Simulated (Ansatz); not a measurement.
Ag under changes of volume

One of the cells (17.048 Å³/atom); the others are scaled copies at fixed shape and fractional positions:

```
CELL_PARAMETERS angstrom
0.00000 2.04275 2.04275
2.04275 0.00000 2.04275
2.04275 2.04275 0.00000
ATOMIC_POSITIONS crystal
Ag 0.00000 0.00000 0.00000
```

```yaml
Program: Ansatz 0.2.0
Functional: PBEsol
Potentials_or_basis: JTH PAW
Cutoff: "1380 eV (not typed: the program's choice for these potentials)"
k_mesh: 11 × 11 × 11
Occupations: fermi-dirac, width 0.05 eV
Spin: no spin polarisation
```

```csv
volume (Å³/atom),energy over the lowest point (meV/atom),pressure (GPa)
16.025,8.47,4.9
16.366,1.31,2.0
16.707,0.00,-0.6
17.048,3.77,-2.8
17.389,?,?
17.730,23.84,-6.3
18.071,38.96,-7.7
```

Question: What does the run at 17.389 Å³/atom give?

Answer: Energy over the lowest point 11.93 meV/atom; pressure -4.7 GPa.

Worked out: A Birch-Murnaghan fit of order 3 (a polynomial in V^(-2/3)) to the other rows has its minimum at 16.62 Å³/atom with B0 = V·E''(V) = 121 GPa and B' = 6.2. It gives 11.92 meV/atom at 17.389 Å³/atom, against the run's 11.93, and -dE/dV = -4.8 GPa, against -4.7.

Energies are extrapolated to zero smearing.
